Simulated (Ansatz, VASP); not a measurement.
BaTiO3: VASP beside Ansatz

The input INCAR:

```
PREC = Accurate ; ENCUT = 520
EDIFF = 1E-6 ; ISMEAR = -1
SIGMA = 0.0102 ; LREAL = F
LASPH = T ; NELM = 100
ALGO = Normal ; ISIF = 2
LWAVE = F ; LCHARG = T
GGA = RP ; LELF = T
LVHAR = T ; NBANDS = 28
```

File KPOINTS:

```
regular mesh
0
Gamma
  5 5 5
```

Contents of POSCAR:

```
BaTiO3
1.0
    3.9915085000      0.0000000000      0.0000000000
    0.0100976400      3.9914985300      0.0000000000
    0.0100976400      0.0100777000      3.9914786000
Ba Ti O
1 1 3
Direct
    0.0000000000      0.0000000000      0.0000000000
    0.4870000000      0.4870000000      0.4870000000
    0.5092000000      0.5092000000      0.0189000000
    0.0189000000      0.5092000000      0.5092000000
    0.5092000000      0.0189000000      0.5092000000
```

Input for Ansatz:

```yaml
crystal:
  lattice:
    - [3.9915085, 0.0, 0.0]
    - [0.01009764, 3.99149853, 0.0]
    - [0.01009764, 0.0100777, 3.9914786]
  atoms:
    - { symbol: Ba, position: [0.0, 0.0, 0.0] }
    - { symbol: Ti, position: [0.487, 0.487, 0.487] }
    - { symbol: O, position: [0.5092, 0.5092, 0.0189] }
    - { symbol: O, position: [0.0189, 0.5092, 0.5092] }
    - { symbol: O, position: [0.5092, 0.0189, 0.5092] }
  symmetry: { tolerance: 0.0003 }
kpoints:
  mp_grid: { grid: [5, 5, 5], shift: [0, 0, 0] }
magnetization:
  spin_polarized: false
scf:
  occupations: { method: fermi_dirac, width: 0.0102 }
hamiltonian:
  pseudopotentials: { kind: paw }
  xc: rpbe
basis:
  ecutwfc: 500
output:
  forces: true
  stress: true
  eigenvalues: true
  write_density: true
  write_potential: true
  elf: true
  volumetric_format: npy
```

Alike in both runs: task single point; functional RPBE; k mesh 5 × 5 × 5; occupations fermi-dirac, width 0.0102 eV; no spin polarisation.

|  | VASP | Ansatz |
| --- | --- | --- |
| version | VASP 6.6.1 | Ansatz 0.2.0 |
| potentials or method | VASP PAW PBE potentials, release 64 (Ba_sv, Ti_sv, O) | PAW plane waves |
| plane-wave cutoff (eV) | 520 | 500 |
| valence electrons in the cell | 40 | 40 |

VASP gave:

| Quantity | Value |
| --- | --- |
| gap on the k mesh at the Fermi level (eV) | 2.51 |
| pressure (GPa) | 12.8 |
| largest component of the traceless stress (GPa) | 0.13 |
| rms of the force components (eV/Å) | 0.128 |

Problem. Which values does Ansatz return?

Solution. gap on the k mesh at the Fermi level (eV): 2.57; pressure (GPa): 11.0; largest component of the traceless stress (GPa): 0.12; rms of the force components (eV/Å): 0.116.

Atom by atom the forces differ by 0.019 eV/Å (rms over components). Ansatz warned: «structure_snapped_to_symmetry».

Caveats: the PAW data sets were made with another functional, which shifts forces and pressure a little (VASP); spin-orbit coupling is left out, which moves the levels of the heavy elements; an odd mesh through Γ misses points on the zone boundary, where band edges often lie. A hybrid or GW would open this gap; RPBE tends to underestimate it.
